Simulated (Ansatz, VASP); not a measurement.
# GaSi31H (Ga-H pair in Si): VASP beside Ansatz

Wanted: the spread between two codes on one cell, functional and k mesh. The cell is taken from a series of runs on this material, whose earlier steps may have relaxed, scaled, displaced or heated it; both programs get it as it stands.

Calculated with Ansatz 0.2.0; plane waves, with VASP 6.6.1 beside it; single point at HSE06.

In doubt: a hybrid run on one k-point (step 3), which bears on gaps, levels and energies.

## (1) The structure

The cell holds 33 atoms: 31 Si, 1 Ga and 1 H. Cell: a = 9.474 Å, b = 9.474 Å, c = 9.474 Å, α = 109.5°, β = 109.5°, γ = 109.5°. It derives from Si (Si (Fd-3m)). Nearest the centre at fractional (0.441, 0.500, 0.500): H33 at 0.30 Å, Ga32 at 1.09 Å, Si22 at 2.16 Å, Si25 at 2.73 Å, Si31 at 2.73 Å, Si26 at 2.73 Å, Si8 at 3.50 Å, Si7 at 3.50 Å.

## (2) VASP: single point, HSE06

With cell and atoms fixed, the geometry can't cause a difference; cores, projectors, grids and the points listed under the comparison can.

Lines of VASP's logs that name or quote its potential files are left out, and so is its time.

The run reads the wave functions of an earlier VASP run, which isn't shown here.

The input, INCAR:

```
SYSTEM = GaSi31H
PREC = Accurate
ENCUT = 400
EDIFF = 1E-06
NELM = 100
ISMEAR = -1
SIGMA = 0.01
LREAL = Auto
ALGO = Normal
LHFCALC = .TRUE.
AEXX = 0.25
GGA = PE
HFSCREEN = 0.208
LASPH = .TRUE.
NBANDS = 92
PRECFOCK = Fast
LORBIT = 11
LWAVE = .FALSE.
LCHARG = .FALSE.
ISIF = 2
```

The input, POSCAR:

```
GaSi31H
1.0
   -5.4697832414      5.4697832414      5.4697832414
    5.4697832414     -5.4697832414      5.4697832414
    5.4697832414      5.4697832414     -5.4697832414
Si Ga H
31 1 1
Direct
    0.0004984734      0.9996712417      0.4996924139
    0.9902915011      0.2444827171      0.2442466054
    0.0004769738      0.5000257507      0.9993753611
    0.0068181062      0.7555825694      0.7553376776
    0.2491808708      0.9979255094      0.2493418650
    0.2490815486      0.2491413281      0.9978394002
    0.2458368315      0.4998384008      0.7554185928
    0.2457748360      0.7551950761      0.4998141228
    0.5007737847      0.0003194697      0.9999868647
    0.4997796080      0.2485919640      0.7503433816
    0.4997644537      0.7506683488      0.2483524748
    0.7511932534      0.0018429520      0.7513654804
    0.7511754392      0.2441204848      0.4998726710
    0.7511943816      0.4998271950      0.2443687275
    0.7511129736      0.7511244279      0.0019179288
    0.0000915947      0.0001276061      0.2512167417
    0.0001447174      0.2515941603      0.9999356272
    0.9964454957      0.4999384746      0.7504357454
    0.9965275019      0.7507994007      0.4997566920
    0.2552470623      0.0030883331      0.0031950118
    0.2485965629      0.2484299890      0.7483485732
    0.2136419082      0.4997275862      0.4999182933
    0.2485719947      0.7483304108      0.2484851926
    0.4999084337      0.9997536208      0.7510017686
    0.5017895079      0.2378069297      0.4997674336
    0.5016100864      0.4999913920      0.2372728069
    0.4999814793      0.7514223712      0.9995964199
    0.7519980017      0.9964884613      0.4999589574
    0.7456599896      0.2489953225      0.2491037718
    0.7519677300      0.4997691734      0.9966852032
    0.7640467184      0.7621307904      0.7622739218
    0.5564665053      0.5001112502      0.4996301568
    0.4092294373      0.4995385723      0.4996226479
```

The input, KPOINTS:

```
Automatic mesh
0
Gamma
1 1 1
0 0 0
```

The projector-augmented-wave data sets are Si, Ga_d and H (PBE family, release 64).

On the command line:

```console
> export OMP_NUM_THREADS=3
> mpirun -np 1 vasp_gam
```

Numbers of over 12 decimals in the logs are rounded to 6 here.

What it wrote:

```text
[banner, memory and clock lines left out]
running    1 mpi-ranks, on    1 nodes
[...]
Offloading initialized ...    1 GPUs detected
[...]
LDA part: xc-table for (Slater+PW92), standard interpolation
 found WAVECAR, reading the header
 POSCAR, INCAR and KPOINTS ok, starting setup
[...]
reading WAVECAR
 the WAVECAR file was read successfully
 initial charge from wavefunction
 entering main loop
       N       E                     dE             d eps       ncg     rms          rms(c)
DAV:   1    -0.196215374857E+03   -0.19622E+03   -0.64381E+00   224   0.101E+01    0.139E+01
DAV:   2    -0.196257320325E+03   -0.41945E-01   -0.30250E-01   248   0.246E+00    0.876E+00
DAV:   3    -0.196251487850E+03    0.58325E-02   -0.29885E-02   296   0.613E-01    0.523E+00
DAV:   4    -0.196248670550E+03    0.28173E-02   -0.32462E-03   200   0.179E-01    0.304E+00
[...]
DAV:   9    -0.196246979828E+03    0.11083E-04   -0.58274E-06   204   0.651E-03    0.183E-01
DAV:  10    -0.196246977366E+03    0.24619E-05   -0.18462E-06   112   0.382E-03    0.105E-01
DAV:  11    -0.196246977333E+03    0.33721E-07   -0.97813E-07   104   0.306E-03
   1 F= -.19624698E+03 E0= -.19624698E+03  d E =-.388673E-12
```

From OUTCAR (step 2):

```text
  Total        2.8980296      2.9220627      2.9199870     -1.9228645      1.8829665     -1.9462383
  in kB        7.0932141      7.1520374      7.1469569     -4.7064009      4.6087468     -4.7636107
  external PRESSURE =       7.1307361 kB  Pullay stress =       0.0000000 kB

 POSITION                                       TOTAL-FORCE (eV/Angst)
 -----------------------------------------------------------------------------------
      8.19847     -2.73205      2.73750        -0.043834      0.045215      0.070260
     -2.74344      5.41539      5.41797        -0.074009      0.128519      0.128957
      8.19879      2.73394     -2.72873        -0.044303      0.071971      0.043038
      8.22711      0.03595      0.03863         0.166347      0.061706      0.060130
      5.45932     -2.73162      5.45756         0.011650     -0.018906      0.039002
      5.45829      5.45764     -2.73279         0.012964      0.036611     -0.018671
      5.52131      2.74264     -0.05329        -0.128289      0.075901      0.129294
      5.52029     -0.05254      2.74121        -0.129158      0.127904      0.073008
      2.73233      8.20709     -2.72884        -0.072508      0.044727      0.043149
      2.73027      5.47816     -0.01079         0.019257     -0.013629      0.037549
      2.73082     -0.01396      5.48116         0.019931      0.038416     -0.014713
      0.01102      8.20859      0.00914        -0.037830     -0.019859     -0.012751
     -0.03929      5.50768      2.70986        -0.061255      0.060195     -0.164444
     -0.03828      2.71157      5.50617        -0.061901     -0.166569      0.063440
[...]
-----------------------------------------------------------------------------------
    total drift:                               -0.002497      0.002815     -0.000091

  FREE ENERGIE OF THE ION-ELECTRON SYSTEM (eV)
  ---------------------------------------------------
  free  energy   TOTEN  =      -196.2469773325 eV

  energy  without entropy=     -196.2469773325  energy(sigma->0) =     -196.24697733

[... 3 further parts left out ...]
[key lines of the parts left out:]
E-fermi :   5.5778
```

The run ends at a pressure of 0.71 GPa, with forces up to 6.3 eV/Å.

(Part 1 of 2 ends here.)

[Lines on the potential files, build, host, timing and source positions are cut from VASP's logs without a mark.]

[Logs are printed without paths, hosts, clocks, repeated set-up lines and the standing remarks that a program may print on its own settings, such as how far it seeks lower states.]

[Hosts, paths, dates, database ids (printed as entryN), source tags and the programs' standing remarks are cut or masked in the printed files.]
